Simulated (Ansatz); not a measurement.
# TiS2 (CdI2 type): a single-point run

The task is a single-point run on TiS2 (CdI2 type). The structure is shown as the input types it.

Program: Ansatz 0.2.0. Level of theory: DFT PBE, spin-orbit coupling, plane waves, PAW. These are calculated values, not measurements.

3 further runs of the same task are left out: 1 for a known fault of the program, 1 that didn't finish, 1 set aside as unsound or not needed. Runs told in other sessions of the task aren't counted.

**1. The starting structure**

Symmetry: P-3m1, No. 164, trigonal system. The conventional cell has a = 3.413 Å, b = 3.413 Å, c = 6.468 Å, α = 90.00°, β = 90.00°, γ = 120.00°. Around Ti (site symmetry -3m) lie 6 S at 2.43 Å. Around S (site symmetry 3m) lie 3 Ti at 2.43 Å.

Structure file:

```
CELL_PARAMETERS angstrom
3.41297 0.00000 0.00000
-1.70648 2.95572 0.00000
0.00000 0.00000 6.46792
ATOMIC_POSITIONS crystal
Ti 0.00000 0.00000 0.00000
S 0.33333 0.66667 0.21964
S 0.66667 0.33333 0.78036
```

**2. The run**

File input.yaml:

```yaml
crystal:
  lattice:
    - [3.412968738737, -2.886750455762e-11, 0.0]
    - [-1.706484369343, 2.955717630083, 0.0]
    - [0.0, 0.0, 6.4679174893]
  atoms:
    - { symbol: Ti, position: [0.0, 0.0, 0.0] }
    - { symbol: S, position: [0.3333333333333, 0.6666666666667, 0.2196364634] }
    - { symbol: S, position: [0.6666666666667, 0.3333333333333, 0.7803635366] }
basis:
  ecutwfc: 420
  ecutrho_ratio: 4
kpoints:
  mp_grid: { grid: [12, 12, 6] }
hamiltonian:
  xc: pbe
scf:
  occupations: { method: fixed }
  max_iter: 50
output:
  forces: true
  stress: true
magnetization:
  noncollinear: true
  spin_orbit: true
```

Run with:

```console
> ansatz run input.yaml --threads 4 --pin off --max-ram 7168MiB --backend cpu --events-out ev --progress --plain --runs-dir out
```

Q: Will this input give a usable result? If not, why, and what should change?

The run converged and reported no error, with warnings (band overlap at count, metallic iterate). That alone doesn't make the input a sound one.

In the input, scf.occupations.method is fixed; scf.occupations.width is missing. What could go wrong: fixed occupations where they can't hold. It still converged here, which does not make the setting sound.

Run again and compare: set scf.occupations.method to gaussian and scf.occupations.width to 0.05.
